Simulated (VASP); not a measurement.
# Li2S (Fm-3m) in VASP: single point with PBE

Aim: the single point of Li2S with PBE.

Everything below comes from runs of VASP 6.6.1. Logs are shortened: lines on timing, memory, paths and dates and some standing lists are left out, and cuts for length are marked.

## (1) Starting point

Symmetry: Fm-3m, No. 225, cubic system. The conventional cell has a = 5.706 Å, b = 5.706 Å, c = 5.706 Å, α = 90.00°, β = 90.00°, γ = 90.00°. Around Li (site symmetry -43m) lie 4 S at 2.47 Å. Around S (site symmetry m-3m) lie 8 Li at 2.47 Å.

## (2) Single point, PBE

INCAR reads:

```
SYSTEM = Li2S
PREC = Accurate
ENCUT = 520
EDIFF = 1E-7
ISMEAR = 0
SIGMA = 0.02
LREAL = .False.
LASPH = .True.
NELM = 60
ALGO = Fast
ISIF = 2
LWAVE = .False.
LCHARG = .False.
GGA = PE
NBANDS = 13
```

KPOINTS reads:

```
regular mesh
0
Gamma
  8 8 8
  0 0 0
```

POSCAR reads:

```
Li2S
1.0
    0.0000000000      2.8528159652      2.8528159652
    2.8528159652      0.0000000000      2.8528159652
    2.8528159652      2.8528159652      0.0000000000
Li S
2 1
Direct
    0.2500000000      0.2500000000      0.2500000000
    0.7500000000      0.7500000000      0.7500000000
    0.0000000000      0.0000000000      0.0000000000
```

Potentials or basis: VASP PAW PBE potentials, release 64 (Li_sv, S).

Command:

```bash
$ cat potpaw_PBE.64/Li_sv/POTCAR potpaw_PBE.64/S/POTCAR > POTCAR
$ mpirun -np 1 vasp_std > vasp.out
```

OUTCAR:

```text
SYSTEM = Li2S
   PREC = Accurate
   ENCUT = 520
   EDIFF = 1E-7
   ISMEAR = 0
   LREAL = .False.
   LASPH = .True.
   NELM = 60
   ISIF = 2
   GGA = PE

 ion  position               nearest neighbor table
   1  0.250  0.250  0.250-   3 2.47   3 2.47   3 2.47   3 2.47
   2  0.750  0.750  0.750-   3 2.47   3 2.47   3 2.47   3 2.47
   3  0.000  0.000  0.000-   1 2.47   2 2.47   2 2.47   2 2.47   2 2.47   1 2.47   1 2.47   1 2.47

  LATTYP: Found a face centered cubic cell.
 ALAT       =     5.7056319304

  Lattice vectors:

 A1 = (   0.0000000000,   2.8528159652,   2.8528159652)
 A2 = (   2.8528159652,   0.0000000000,   2.8528159652)
 A3 = (   2.8528159652,   2.8528159652,   0.0000000000)

Analysis of symmetry for initial positions (statically):
=====================================================================
 Subroutine PRICEL returns:
 Original cell was already a primitive cell.

 Routine SETGRP: Setting up the symmetry group for a
 face centered cubic supercell.

 Subroutine GETGRP returns: Found 48 space group operations
 (whereof 48 operations were pure point group operations)
 out of a pool of 48 trial point group operations.

The static configuration has the point symmetry O_h .

Analysis of symmetry for dynamics (positions and initial velocities):
=====================================================================
 Subroutine PRICEL returns:
 Original cell was already a primitive cell.

 Routine SETGRP: Setting up the symmetry group for a
 face centered cubic supercell.

 Subroutine GETGRP returns: Found 48 space group operations
 (whereof 48 operations were pure point group operations)
 out of a pool of 48 trial point group operations.

The dynamic configuration has the point symmetry O_h .

 Subroutine INISYM returns: Found 48 space group operations
 (whereof 48 operations are pure point group operations),
 and found     1 'primitive' translations

----------------------------------------------------------------------------------------

                                     Primitive cell

  volume of cell :      46.4356

  direct lattice vectors                    reciprocal lattice vectors
     0.000000000  2.852815965  2.852815965    -0.175265424  0.175265424  0.175265424
     2.852815965  0.000000000  2.852815965     0.175265424 -0.175265424  0.175265424
     2.852815965  2.852815965  0.000000000     0.175265424  0.175265424 -0.175265424

  length of vectors
     4.034491029  4.034491029  4.034491029     0.303568619  0.303568619  0.303568619

  position of ions in fractional coordinates (direct lattice)
     0.250000000  0.250000000  0.250000000
     0.750000000  0.750000000  0.750000000
     0.000000000  0.000000000  0.000000000

  ion indices of the primitive-cell ions
   primitive index   ion index
                 1           1
                 2           2
                 3           3

----------------------------------------------------------------------------------------

 KPOINTS: regular mesh

Automatic generation of k-mesh.
 Grid dimensions read from file:
 generate k-points for:    8    8    8

 Generating k-lattice:

  Cartesian coordinates                     Fractional coordinates (reciprocal lattice)
    -0.021908178  0.021908178  0.021908178     0.125000000  0.000000000  0.000000000
     0.021908178 -0.021908178  0.021908178     0.000000000  0.125000000  0.000000000
     0.021908178  0.021908178 -0.021908178     0.000000000  0.000000000  0.125000000

  Length of vectors
     0.037946077  0.037946077  0.037946077

  Shift w.r.t. Gamma in fractional coordinates (k-lattice)
     0.000000000  0.000000000  0.000000000

 Subroutine IBZKPT returns following result:
 ===========================================

 Found     29 irreducible k-points:

 Following reciprocal coordinates:
            Coordinates               Weight
  0.000000  0.000000  0.000000      1.000000
  0.125000  0.000000  0.000000      8.000000
  0.250000  0.000000  0.000000      8.000000
  0.375000  0.000000  0.000000      8.000000
  0.500000  0.000000  0.000000      4.000000
  0.125000  0.125000  0.000000      6.000000
[... 16 lines left out ...]
  0.500000  0.250000  0.125000     48.000000
 -0.375000  0.250000  0.125000     24.000000
 [... further k-points ...]
   k-points           NKPTS =     29   k-points in BZ     NKDIM =     29   number of bands    NBANDS=     13
   number of dos      NEDOS =    301   number of ions     NIONS =      3
   total plane-waves  NPLWV =  27000
   dimension x,y,z NGX =    30 NGY =   30 NGZ =   30
   dimension x,y,z NGXF=    60 NGYF=   60 NGZF=   60
   ions per type =               2   1
   NGX,Y,Z   is equivalent  to a cutoff of  12.36, 12.36, 12.36 a.u.
   NGXF,Y,Z  is equivalent  to a cutoff of  24.72, 24.72, 24.72 a.u.
 SYSTEM =  Li2S
   PREC   = accura    normal or accurate (medium, high low for compatibility)
   ISTART =      0    job   : 0-new  1-cont  2-samecut
   ICHARG =      2    charge: 1-file 2-atom 10-const
   ISPIN  =      1    spin polarized calculation?
   LNONCOLLINEAR =      F non collinear calculations
   LSORBIT =      F    spin-orbit coupling
   LASPH  =      T    aspherical Exc in radial PAW
   ENCUT  =  520.0 eV  38.22 Ry    6.18 a.u.   7.50  7.50  7.50*2*pi/ulx,y,z
   NELM   =     60;   NELMIN=  2; NELMDL= -5     # of ELM steps
   EDIFF  = 0.1E-06   stopping-criterion for ELM
   LREAL  =      F    real-space projection
   EDIFFG = 0.1E-05   stopping-criterion for IOM
   NSW    =      0    number of steps for IOM
   IBRION =     -1    ionic relax: 0-MD 1-quasi-New 2-CG
   NFREE  =      0    steps in history (QN), initial steepest desc. (CG)
   ISIF   =      2    stress and relaxation
   ISYM   =      2    0-nonsym 1-usesym 2-fastsym
   POTIM  = 0.5000    time-step for ionic-motion
   TEBEG  =    0.0;   TEEND  =   0.0 temperature during run
   PSTRESS=    0.0 pullay stress
   NELECT =      12.0000    total number of electrons
   NUPDOWN=      -1.0000    fix difference up-down
   EMIN   =  10.00;   EMAX   =-10.00  energy-range for DOS
   EFERMI =   0.00;   METHOD = LEGACY
   ISMEAR =     0;   SIGMA  =   0.02  broadening in eV -4-tet -1-fermi 0-gaus
   EFERMI_NEDOS =   21; number of points for ismear=-14 and -15
   IALGO  =     68    algorithm
   IMIX   =      4    mixing-type and parameters
     AMIX     =   0.40;   BMIX     =  1.00
     AMIX_MAG =   1.60;   BMIX_MAG =  1.00
  volume/ion in A,a.u.               =      15.48       104.45
  Fermi-wavevector in a.u.,A,eV,Ry     =   1.042761  1.970533 14.794305  1.087351
  Thomas-Fermi vector in A             =   2.177441
   LORBIT       =      0    0 simple, 1 ext, 2 COOP (PROOUT), +10 PAW based schemes
   GGA     = PE    functional components
   LHFCALC =     F    Hartree Fock is set to
   AEXX    =    0.0000 exact exchange contribution
   IVDW    =     0    specifies the selected vdW correction
   LEPSILON=     F    determine dielectric tensor
   LRPA    =     F    only Hartree local field effects (RPA)
 non-spin polarized calculation
 RMM-DIIS sequential band-by-band and
 Gauss-broadening in eV      SIGMA  =   0.02
  energy-cutoff  :      520.00
  volume of cell :       46.44
 maximum number of plane-waves:      1283
 NGX is ok and might be reduce to    30
   NGX = 15   NGY = 15   NGZ = 15

 number of electron      11.9999985 magnetization

 Free energy of the ion-electron system (eV)
  ---------------------------------------------------
  ext. energy  EPLUGINS =         0.00000000
  ---------------------------------------------------
  free energy    TOTEN  =       -11.99599745 eV

  energy without entropy =      -11.99599745  energy(sigma->0) =      -11.99599745

 E-fermi :   1.5940     XC(G=0):  -8.4921

 val. band max:        1.4399807450   @ k =   0.0000   0.0000   0.0000
 cond. band min:       4.8311822511   @ k =   0.5000   0.5000   0.0000
 fundamental gap:      3.3912015061
 Fermi energy:         1.5940207096

 k-point     1 :       0.0000    0.0000    0.0000
  band No.  band energies     occupation
      1     -42.7469      2.00000
      2     -42.7049      2.00000
      3      -9.5722      2.00000
      4       1.4400      2.00000
      5       1.4400      2.00000
      6       1.4400      2.00000
      7       5.6958      0.00000
      8       7.6675      0.00000
      9       7.6675      0.00000
     10       7.6676      0.00000
     11      12.6088      0.00000
     12      12.6088      0.00000
     13      13.8460      0.00000

 k-point     2 :       0.1250    0.0000    0.0000
  band No.  band energies     occupation
      1     -42.7452      2.00000
      2     -42.7065      2.00000
      3      -9.5160      2.00000
      4       0.8476      2.00000
      5       1.3528      2.00000
      6       1.3528      2.00000
      7       6.1266      0.00000
      8       7.9020      0.00000
      9       7.9020      0.00000
     10       8.0146      0.00000
     11      11.6469      0.00000
     12      11.6469      0.00000
     13      13.9900      0.00000

 k-point     3 :       0.2500    0.0000    0.0000
  band No.  band energies     occupation
      1     -42.7404      2.00000
      2     -42.7107      2.00000
      3      -9.3720      2.00000
      4      -0.2363      2.00000
      5       1.1637      2.00000
      6       1.1637      2.00000
      7       6.7979      0.00000
      8       8.2263      0.00000
      9       8.2263      0.00000
     10       8.8481      0.00000
     11      11.2782      0.00000
     12      11.2782      0.00000
     13      14.4221      0.00000
[... 305 lines left out ...]
 k-point    23 :       0.5000    0.2500    0.1250
  band No.  band energies     occupation
      1     -42.7316      2.00000
      2     -42.7186      2.00000
      3      -9.1338      2.00000
      4      -0.8910      2.00000
      5       0.2251      2.00000
      6       0.6877      2.00000
      7       7.1649      0.00000
      8       8.2057      0.00000
      9       9.4365      0.00000
     10       9.8510      0.00000
     11      11.4205      0.00000
     12      13.7921      0.00000
     13      15.2116      0.00000

 k-point    24 :      -0.3750    0.2500    0.1250
  band No.  band energies     occupation
      1     -42.7250      2.00000
      2     -42.7250      2.00000
      3      -9.0769      2.00000
      4      -1.1213      2.00000
      5       0.2045      2.00000
      6       0.5422      2.00000
      7       7.2984      0.00000
      8       8.0751      0.00000
      9       9.7825      0.00000
     10      10.4210      0.00000
     11      11.7662      0.00000
     12      13.0795      0.00000
     13      14.8055      0.00000

 [... further k-points ...]

------------------------ aborting loop because EDIFF is reached ----------------------------------------

  FORCE on cell =-STRESS in cart. coord.  units (eV):
  Direction    XX          YY          ZZ          XY          YZ          ZX
  --------------------------------------------------------------------------------------
  -------------------------------------------------------------------------------------
  Total       -0.0274236     -0.0274236     -0.0274236      0.0000000      0.0000000     -0.0000000
  in kB       -0.9462023     -0.9462023     -0.9462023      0.0000000      0.0000000     -0.0000000
  external PRESSURE =      -0.9462023 kB  Pullay stress =       0.0000000 kB

 VOLUME and BASIS-vectors are now :
 -----------------------------------------------------------------------------
  energy-cutoff  :      520.00
  volume of cell :       46.44
      direct lattice vectors                 reciprocal lattice vectors
     0.000000000  2.852815965  2.852815965    -0.175265424  0.175265424  0.175265424
     2.852815965  0.000000000  2.852815965     0.175265424 -0.175265424  0.175265424
     2.852815965  2.852815965  0.000000000     0.175265424  0.175265424 -0.175265424

 POSITION                                       TOTAL-FORCE (eV/Angst)
 -----------------------------------------------------------------------------------
      1.42641      1.42641      1.42641        -0.000000     -0.000000     -0.000000
      4.27922      4.27922      4.27922         0.000000      0.000000      0.000000
      0.00000      0.00000      0.00000        -0.000000     -0.000000      0.000000
 -----------------------------------------------------------------------------------
    total drift:                                0.000000     -0.000000      0.000000

  FREE ENERGIE OF THE ION-ELECTRON SYSTEM (eV)
  ---------------------------------------------------
  free  energy   TOTEN  =       -11.9959974492 eV

  energy  without entropy=      -11.9959974492  energy(sigma->0) =      -11.99599745
```

Wall time 20 s (1 thread of Intel Xeon 6975P-C (Granite Rapids), shared host); peak memory 0.16 GiB.

What came out:

```
Free energy            : -11.9960 eV
Band gap on the k mesh : 3.39 eV, indirect (least direct gap 4.26 eV)
```

Caveat: the cutoff is under 1.25 times the usual one of these potentials, so pressure, stress and relaxed cells hold a basis-set (Pulay) error. A k mesh can miss the band edges.
